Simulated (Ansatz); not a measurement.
# TiO2: tests of the settings

An exercise on one series of results from a longer session: the logs are not shown, and one member is left open.

Computed with Ansatz 0.2.0 (DFT PBE, scalar-relativistic, plane waves, PAW, unless a step's input says otherwise).

1 further run of the same task is left out (set aside as unsound or not needed).

## The structure to begin with

The structure is monoclinic, space group C2/c (No. 15). Conventional cell: a = 5.412 Å, b = 5.413 Å, c = 5.472 Å, α = 90.00°, β = 118.77°, γ = 90.00°. Ti (site symmetry 2) has 6 O at 1.93 to 2.00 Å as nearest neighbours. Around O (site symmetry 1) lie 3 Ti at 1.93 to 2.00 Å.

Cell or atoms stand a little off a more symmetric structure (I4_1/amd at a tolerance of 0.3 Å), so results at this geometry aren't those of that ideal crystal.

Coordinates:

```cif
data_structure
_symmetry_space_group_name_H-M 'P 1'
_symmetry_Int_Tables_number 1
_cell_length_a 3.8273
_cell_length_b 3.8273
_cell_length_c 5.4720
_cell_angle_alpha 109.893
_cell_angle_beta 109.893
_cell_angle_gamma 90.013
_cell_volume 70.26
loop_
_atom_site_label
_atom_site_type_symbol
_atom_site_fract_x
_atom_site_fract_y
_atom_site_fract_z
_atom_site_occupancy
Ti1 Ti 0.13411 0.86589 0.25000 1
Ti2 Ti 0.86589 0.13411 0.75000 1
O1 O 0.33122 0.08876 0.66715 1
O2 O 0.66878 0.91124 0.33285 1
O3 O 0.91124 0.66878 0.83285 1
O4 O 0.08876 0.33122 0.16715 1
```

The structure comes from the Materials Project (structure only); it is used as listed.

## The base run, which the others are set against

input.yaml reads:

```yaml
crystal:
  lattice:
    - [2.706034, -2.706655, 0.0]
    - [2.706034, 2.706655, 0.0]
    - [-2.633531, 0.0, 4.796637]
  atoms:
    - { symbol: Ti, position: [0.13411, 0.86589, 0.25] }
    - { symbol: Ti, position: [0.86589, 0.13411, 0.75] }
    - { symbol: O, position: [0.331221, 0.088755, 0.667149] }
    - { symbol: O, position: [0.668779, 0.911245, 0.332851] }
    - { symbol: O, position: [0.911245, 0.668779, 0.832851] }
    - { symbol: O, position: [0.088755, 0.331221, 0.167149] }
basis:
  ecutwfc: 420
kpoints:
  mp_grid: { grid: [8, 8, 6] }
hamiltonian:
  xc: pbe
scf:
  occupations: { method: gaussian, width: 0.02 }
output:
  forces: true
  stress: true
  eigenvalues: true
  populations: true
  write_density: true
  write_potential: true
  elf: true
  volumetric_format: npy
```

It was run beforehand and gave: -1212.9146 eV/atom at zero smearing, pressure -1.66 GPa, largest force 0.128 eV/Å, gap on the mesh 2.07 eV, in 6 SCF cycles and 7.2 s.

The first run:

input.yaml reads:

```yaml
crystal:
  lattice:
    - [2.706034, -2.706655, 0.0]
    - [2.706034, 2.706655, 0.0]
    - [-2.633531, 0.0, 4.796637]
  atoms:
    - { symbol: Ti, position: [0.13411, 0.86589, 0.25] }
    - { symbol: Ti, position: [0.86589, 0.13411, 0.75] }
    - { symbol: O, position: [0.331221, 0.088755, 0.667149] }
    - { symbol: O, position: [0.668779, 0.911245, 0.332851] }
    - { symbol: O, position: [0.911245, 0.668779, 0.832851] }
    - { symbol: O, position: [0.088755, 0.331221, 0.167149] }
basis:
  ecutwfc: 420
kpoints:
  mp_grid: { grid: [1, 1, 1] }
hamiltonian:
  xc: pbe
scf:
  occupations: { method: gaussian, width: 0.02 }
output:
  forces: true
  stress: true
  eigenvalues: true
```

Launch:

```bash
$ ansatz run input.yaml --threads 1 --pin off --max-ram 2560MiB --backend cpu --events-out ev --progress --plain --runs-dir out
```

Steps of the session up to this table: K-point mesh: 1×1×1; K-point mesh: 2×2×2; K-point mesh set to 4×4×2; K-point mesh: 4×4×4; K-point mesh: 6×6×4; K-point mesh set to 6×6×6; K-point mesh set to 10×10×8; K-point mesh: 12×12×8.

One of the session's tables, all rows but one given; the rest of the session is left out.

It belongs to the step «The sweep of the k-point mesh side by side». 

| mesh | ΔE (meV/atom) | pressure (GPa) | largest change of a force component (eV/Å) | gap on the mesh (eV) |
| --- | --- | --- | --- | --- |
| 1×1×1 | 1489 | 17.22 | 6.278 | 1.590 |
| 2×2×2 | -9.55 | -2.55 | 0.180 | 2.050 |
| 4×4×2 | ? | ? | ? | ? |
| 4×4×4 | 0.87 | -1.66 | 0.007 | 2.072 |
| 6×6×4 | -0.02 | -1.66 | 0.001 | 2.074 |
| 6×6×6 | -0.02 | -1.66 | 0.001 | 2.074 |
| 8×8×6 | 0.00 | -1.66 | 0.000 | 2.074 |
| 10×10×8 | 0.00 | -1.66 | 0.000 | 2.053 |
| 12×12×8 | 0.00 | -1.66 | 0.000 | 2.041 |

Estimate the missing values for 4×4×2.

**Answer.** ΔE (meV/atom): 2.11; pressure (GPa): -1.63; largest change of a force component (eV/Å): 0.021; gap on the mesh (eV): 2.068. In the column «ΔE (meV/atom)» it lies between 4×4×4 (0.87) and 1×1×1 (1489).

Caveats from the session: The error changes sign along the series, since a k mesh isn't variational.
